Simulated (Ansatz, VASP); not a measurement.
# TiO2: VASP beside Ansatz

The input INCAR:

```
SYSTEM = TiO2
PREC = Accurate
ENCUT = 520
EDIFF = 1E-7
ISMEAR = 0
SIGMA = 0.05
LREAL = .FALSE.
LASPH = .TRUE.
NELM = 80
ALGO = Normal
ISIF = 2
LWAVE = .FALSE.
LCHARG = .FALSE.
GGA = PE
NBANDS = 33
```

File KPOINTS:

```
Automatic mesh
0
G
  6 6 10
  0 0 0
```

POSCAR

```
TiO2
1.0
    4.5351000000      0.0000000000      0.0000000000
    0.0000000000      4.5351000000      0.0000000000
    0.0000000000      0.0000000000      2.8848000000
Ti O
2 4
Direct
    0.0000000000      0.0000000000      0.0000000000
    0.5000000000      0.5000000000      0.5000000000
    0.3050970583      0.3050970583      0.0000000000
    0.1949029417      0.8050970583      0.5000000000
    0.6949029417      0.6949029417      0.0000000000
    0.8050970583      0.1949029417      0.5000000000
```

Input for Ansatz:

```yaml
crystal:
  lattice:
    - [4.5351, 0.0, 0.0]
    - [0.0, 4.5351, 0.0]
    - [0.0, 0.0, 2.8848]
  atoms:
    - { symbol: Ti, position: [0.0, 0.0, 0.0] }
    - { symbol: Ti, position: [0.5, 0.5, 0.5] }
    - { symbol: O, position: [0.3050970583, 0.3050970583, 0.0] }
    - { symbol: O, position: [0.1949029417, 0.8050970583, 0.5] }
    - { symbol: O, position: [0.6949029417, 0.6949029417, 0.0] }
    - { symbol: O, position: [0.8050970583, 0.1949029417, 0.5] }
basis:
  ecutwfc: 520.0
kpoints:
  mp_grid: { grid: [6, 6, 10] }
hamiltonian:
  xc: pbe
  pseudopotentials: { kind: paw, azcp: { folder: soft_1 } }
scf:
  occupations: { method: gaussian, width: 0.05 }
output:
  forces: true
  stress: true
  eigenvalues: true
```

Alike in both runs: task single point; functional PBE; k mesh 6 × 6 × 10; occupations gaussian, width 0.05 eV; no spin polarisation.

```csv
,VASP,Ansatz
version,VASP 6.6.1,Ansatz 0.2.0
potentials or method,"VASP PAW PBE potentials, release 64 (Ti_sv, O)","scalar-relativistic, plane waves, PAW"
plane-wave cutoff (eV),520,520
valence electrons in the cell,48,48
```

VASP gave:

* gap on the k mesh at the Fermi level (eV): 2.02
* least direct gap on the mesh (eV): 2.02
* pressure (GPa): 20.7
* largest component of the traceless stress (GPa): 4.67
* rms of the force components (eV/Å): 0.219

**Question.** What did Ansatz give for the same quantities?

**Answer.** gap on the k mesh at the Fermi level (eV): 2.06; least direct gap on the mesh (eV): 2.06; pressure (GPa): 20.0; largest component of the traceless stress (GPa): 4.42; rms of the force components (eV/Å): 0.204.

Atom by atom the forces differ by 0.015 eV/Å (rms over components).

Caveats: so large a pressure means that the cell lies far from this level's equilibrium, or that cutoff or potentials fall short (VASP). A k mesh can miss the band edges.
